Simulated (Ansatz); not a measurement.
simple cubic against fcc along group 11 and 12

Theory: Ansatz, DFT, RPBE, plane waves (420 eV) with PAW, scalar-relativistic. (PAW data from PBE, frozen cores regenerated.)

Each structure is relaxed within its symmetry, in the lowest magnetic state of the tried starts. Differences under about 8 meV lie within the error of the k-point mesh.

```json
{"element": "Cu", "E(simple cubic) − E(fcc) (meV/atom)": "447", "V(simple cubic) (Å³/atom)": "14.51", "V(fcc) (Å³/atom)": "12.38", "state of simple cubic": "spin not included", "state of fcc": "spin not included"}
{"element": "Ag", "E(simple cubic) − E(fcc) (meV/atom)": "296", "V(simple cubic) (Å³/atom)": "21.96", "V(fcc) (Å³/atom)": "18.69", "state of simple cubic": "spin not included", "state of fcc": "spin not included"}
{"element": "Au", "E(simple cubic) − E(fcc) (meV/atom)": "167", "V(simple cubic) (Å³/atom)": "21.46", "V(fcc) (Å³/atom)": "18.49", "state of simple cubic": "spin not included", "state of fcc": "spin not included"}
{"element": "Zn", "E(simple cubic) − E(fcc) (meV/atom)": "183", "V(simple cubic) (Å³/atom)": "19.15", "V(fcc) (Å³/atom)": "15.89", "state of simple cubic": "spin not included", "state of fcc": "spin not included"}
{"element": "Cd", "E(simple cubic) − E(fcc) (meV/atom)": "95", "V(simple cubic) (Å³/atom)": "28.85", "V(fcc) (Å³/atom)": "24.43", "state of simple cubic": "spin not included", "state of fcc": "spin not included"}
```
